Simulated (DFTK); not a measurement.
Runs of DFTK 0.8.2 on ZrC. Symmetry: Fm-3m, No. 225, cubic system. The conventional cell has a = 4.730 Å, b = 4.730 Å, c = 4.730 Å, α = 90.00°, β = 90.00°, γ = 90.00°. Zr (site symmetry m-3m) has 6 C at 2.37 Å as nearest neighbours. C (site symmetry m-3m) has 6 Zr at 2.37 Å as nearest neighbours. 

```csv
task,level,potentials or basis,U,k mesh,cutoff (eV),start of the occupations,valence electrons,symmetries used,mesh quality,gap on the mesh (eV),pressure (GPa),V0 of scaled cells (Å³/atom),B0 (GPa)
single point,PBEsol+U,dojo.nc.sr.pbesol.v0_4_1.standard.upf (PBEsol),Zr d U = 4.5 eV,5 × 5 × 5,1116,half filled (the program's default),"C 4, Zr 12",no,coarse,none,(b),-,-
band structure,LDA,"cp2k.nc.sr.lda.v0_1.largecore.gth (LDA, GTH, large core)",-,10 × 10 × 10,1551,-,"C 4, Zr 4",-,not flagged,none,-19.8,-,-
single point,PBEsol+U,dojo.nc.sr.pbesol.v0_4_1.standard.upf (PBEsol),Zr d U = 0 eV,5 × 5 × 5,1116,half filled (the program's default),"C 4, Zr 12",no,coarse,none,-8.4,-,-
equation of state,PBE,dojo.nc.sr.pbe.v0_4_1.standard.upf (PBE),-,10 × 10 × 10,1116,-,"C 4, Zr 12",-,not flagged,-,-,13.06,222
band structure,PBEsol,"cp2k.nc.sr.pbe.v0_1.semicore.gth (PBE, GTH)",-,9 × 9 × 9,2177,-,"C 4, Zr 12",-,not flagged,none,-8.4,-,-
single point,PBEsol+U,dojo.nc.sr.pbesol.v0_4_1.standard.upf (PBEsol),Zr d U = 8 eV,5 × 5 × 5,1116,half filled (the program's default),"C 4, Zr 12",no,coarse,none,5.6,-,-
equation of state,PBEsol,PseudoDojo 0.4 stringent (PBEsol),-,6 × 6 × 6,1116,-,"C 4, Zr 12",-,coarse,-,-,(a),236
single point,PBEsol+U,dojo.nc.sr.pbesol.v0_4_1.standard.upf (PBEsol),Zr d U = 6 eV,5 × 5 × 5,1116,half filled (the program's default),"C 4, Zr 12",no,coarse,none,1.5,-,-
```

Alike in all rows: no spin polarisation; cell as given; smearing fermi-dirac 0.05 eV.

Fill in the values left out.

(a) 12.74; (b) -1.2.

Caveats: some runs use coarse meshes; the Hubbard orbitals reach further out than in other programs, which can move energies by up to some tens of meV an atom (some runs); U without spin polarisation on a metal has little footing (some runs); the U is typed as a test and isn't derived for this compound (some runs); GTH potentials come without recommended cutoffs, and this one wasn't checked for convergence (some runs); so large a pressure means that the cell lies far from this level's equilibrium, or that cutoff or potentials fall short (some runs); this set keeps more shells in the core, which shifts pressures and gaps (some runs); the potentials were made for another functional, which shifts forces and pressure (some runs).

A k mesh can miss the band edges, and the runs leave out spin-orbit coupling on Zr.

A gap of «none» marks a metal or a gap under the smearing width.
